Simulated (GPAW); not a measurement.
Crystal: CsPbBr3.

```xyz
5
Lattice="5.8700 0.0000 0.0000 0.0000 5.8700 0.0000 0.0000 0.0000 5.8700" Properties=species:S:1:pos:R:3 pbc="T T T"
Pb    2.9350    2.9350    2.9350
Cs    0.0000    0.0000    0.0000
Br    2.9350    2.9350    0.0000
Br    2.9350    0.0000    2.9350
Br    0.0000    2.9350    2.9350
```

Measurements of this composition are mostly on another form, of space group No. 62.

| Item | Value |
| --- | --- |
| Program | GPAW 26.7.0 |
| Task | relaxation of cell and atoms |
| Functional | PBEsol |
| Dispersion | D3(BJ) |
| Potentials or basis | PAW data sets generated in the run's folder for this functional |
| Cutoff | 600 eV |
| Basis | pw |
| k mesh | 4 × 4 × 4 |
| Occupations | fermi-dirac, width 0.05 eV |
| Spin | no spin polarisation |

At the start: pressure -0.7 GPa; volume 40.45 Å³/atom.

Q: How do energy, volume and symmetry change on relaxing?

A: Over 3 steps the energy falls by 3.1 meV/atom and the volume is 39.05 Å³/atom (-3.5 %); space group Pm-3m (No. 221, to 0.05 Å).

The path:
```csv
step,energy change (eV),largest force (eV/Å),pressure (GPa),volume (Å³)
1,0.0000,0.0000,-0.74,202.26
2,-0.0015,0.0000,-0.71,201.94
3,-0.0157,0.0000,0.04,195.24
```

Final structure:
```xyz
5
Lattice="5.8012 0.0000 0.0000 0.0000 5.8012 0.0000 0.0000 0.0000 5.8012" Properties=species:S:1:pos:R:3 pbc="T T T"
Pb    2.9006    2.9006    2.9006
Cs    0.0000    0.0000    0.0000
Br    2.9006    2.9006    0.0000
Br    2.9006    0.0000    2.9006
Br    0.0000    2.9006    2.9006
```

Caveat: later steps reuse the first step's grids.
